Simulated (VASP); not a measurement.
BAs, 2 atoms in the cell. The structure is cubic, space group F-43m (No. 216). Conventional cell: a = 4.761 Å, b = 4.761 Å, c = 4.761 Å, α = 90.00°, β = 90.00°, γ = 90.00°. B (site symmetry -43m) has 4 As at 2.06 Å as nearest neighbours. Around As (site symmetry -43m) lie 4 B at 2.06 Å. 

| Property | Result |
| --- | --- |
| Program | VASP 6.6.1 |
| Task | dielectric tensor |
| Functional | PBEsol |
| Potentials or basis | VASP PAW PBE potentials, release 64 (B, As) |
| Cutoff | 600 eV |
| k mesh | 16 × 16 × 16 |
| Occupations | gaussian, width 0.03 eV |
| Spin | no spin polarisation |
| Monkhorst-Pack mesh | yes |
| Further INCAR settings | ALGO = Fast; EDIFF = 1e-08 |

Potentials or basis: VASP PAW PBE potentials, release 64 (B, As).

Command:

```sh
$ cat potpaw_PBE.64/B/POTCAR potpaw_PBE.64/As/POTCAR > POTCAR
$ mpirun -np 1 vasp_std > vasp.out
```

Hardware: 1 thread of Intel(R) Xeon(R) 6975P-C (Granite Rapids), on a shared host.

Q: How long does it take, and how much memory?

A: It took 16 min on 1 thread of Intel(R) Xeon(R) 6975P-C (Granite Rapids), with other jobs on the host, peak memory 1.4 GiB. Counts: scf iterations 101, k points 408.
